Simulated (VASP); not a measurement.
Set up this calculation in VASP 6.6.1, as the native input.

```yaml
Task: relaxation of cell and atoms
Functional: PBE
Potentials_or_basis: VASP PAW PBE potentials, release 64 (C)
Cutoff: 600 eV
k_mesh: 12 × 12 × 4
Occupations: gaussian, width 0.05 eV
Spin: no spin polarisation
Further_INCAR_settings: ALGO = Normal; EDIFF = 1e-06; IBRION = 2; EDIFFG = -0.01; NSW = 60; ISIF = 3
```

The structure of C lies in POSCAR:

```
C
1.0
    1.2280479700     -2.1270618200      0.0000000000
    1.2280479700      2.1270618200      0.0000000000
    0.0000000000      0.0000000000      7.1732677600
C
4
Direct
    0.2168838300      0.0152197500      0.7761076700
    0.5388780000      0.3837541400      0.2392057100
    0.8721190800      0.0505130600      0.2392057100
    0.3721190800      0.5505130600      0.7454809100
```

The cell isn't the ideal one: atom 1 moved 0.45 Å.

The input as run:

INCAR

```
  PREC = Accurate
  ENCUT = 600
  EDIFF = 1E-6
  ISMEAR = 0
  SIGMA = 0.05
  LREAL = F
  LASPH = T
  NELM = 80
  ALGO = Normal
  ISIF = 3
  LWAVE = F
  LCHARG = F
  GGA = PE
  IBRION = 2
  NSW = 60
  EDIFFG = -0.01
```

KPOINTS

```
regular mesh
0
Gamma
  12 12 4
```

Potentials or basis: VASP PAW PBE potentials, release 64 (C).

The run is started by

```sh
$ cat potpaw_PBE.64/C/POTCAR > POTCAR
$ mpirun -np 1 vasp_std > vasp.out
```

Results of the run:

```json
{"Relaxed volume": "10.56 Å³/atom", "Relaxed cell": "a = 2.467 Å, b = 2.468 Å, c = 8.037 Å, α = 92.41°, β = 92.22°, γ = 120.00°", "Space group after relaxing (to 0.05 Å)": "P-1 (No. 2)", "Energy gained by relaxing": "762.1 meV/atom", "Ionic steps": "46", "Pressure after relaxing": "0.0 GPa", "Largest force after relaxing": "0.009 eV/Å", "Band gap on the k mesh": "0.03 eV, direct"}
```

Run time: 40 min on 1 thread of Intel(R) Xeon(R) Platinum 8259CL CPU @ 2.50GHz (Skylake/Cascade Lake), on a shared host, peak memory 0.3 GiB.
